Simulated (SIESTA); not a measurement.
NiO:

```
Ni O
1.0
     0.00000    2.08590    2.08590
     2.08590    0.00000    2.08590
     2.08590    2.08590    0.00000
Ni O
1 1
Direct
  0.00000 0.00000 0.00000
  0.50000 0.50000 0.50000
```

Base run:

```yaml
Program: SIESTA 5.4.2
Functional: PBE
Potentials_or_basis: PseudoDojo 0.4 standard (PBE files)
Basis: DZP (energy shift 0.003 Ry; two zetas on semicore shells)
Grid_cutoff: 800 Ry
Energy_shift: 0.003 Ry
k_mesh: 11 × 11 × 11
Occupations: fermi-dirac, width 0.05 eV
Spin: collinear spin, ferromagnetic start
Starting_moments: "[1.0, 0.0] μB"
```

Its results: band gap on the k mesh none (metal or under the smearing width); pressure 6.4 GPa; net moment 1.76 μB per cell; site moments Ni +1.44; O +0.32 μB.

The run is repeated on the same cell with these changes: basis from DZP (energy shift 0.003 Ry; two zetas on semicore shells) to TZDP (energy shift 0.003 Ry; two zetas on semicore shells). What comes out?

Band gap on the k mesh none (metal or under the smearing width); pressure 5.4 GPa; net moment 1.76 μB per cell; site moments Ni +1.45; O +0.31 μB.

Caveats: short orbitals over semicore shells can move pressures by several GPa; the basis of atomic orbitals isn't converged, which shifts pressures, moduli and gaps; a cell with one magnetic atom can't hold antiferromagnetic order, which such compounds often take; semilocal functionals often make such compounds metallic where correlation or magnetic order opens a gap, which also shifts bond lengths.
